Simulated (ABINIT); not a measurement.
ZrN:

```
Zr N
1.0
     0.00000    2.30000    2.30000
     2.30000    0.00000    2.30000
     2.30000    2.30000    0.00000
Zr N
1 1
Direct
  0.50000 0.50000 0.50000
  0.00000 0.00000 0.00000
```

Base run:

| Item | Value |
| --- | --- |
| Program | ABINIT 10.8.3 (patched build) |
| Functional | PBEsol |
| Potentials or basis | JTH PAW PBE v2.0 |
| Cutoff | 707 eV |
| k mesh | 10 × 10 × 10 |
| Occupations | fermi-dirac, width 0.05 eV |
| Spin | spin-orbit coupling, no magnetisation |

Its results: band gap on the k mesh none (metal or under the smearing width); pressure -8.1 GPa.

Problem. The run is repeated on the same cell with these changes: functional from PBEsol to RPBE. What comes out?

Solution. Band gap on the k mesh none (metal or under the smearing width); pressure 2.7 GPa.

RPBE binds less tightly than PBEsol, so the same cell stands under more pressure.

Caveats: the PAW data sets were made with another functional, which shifts forces and pressure a little.
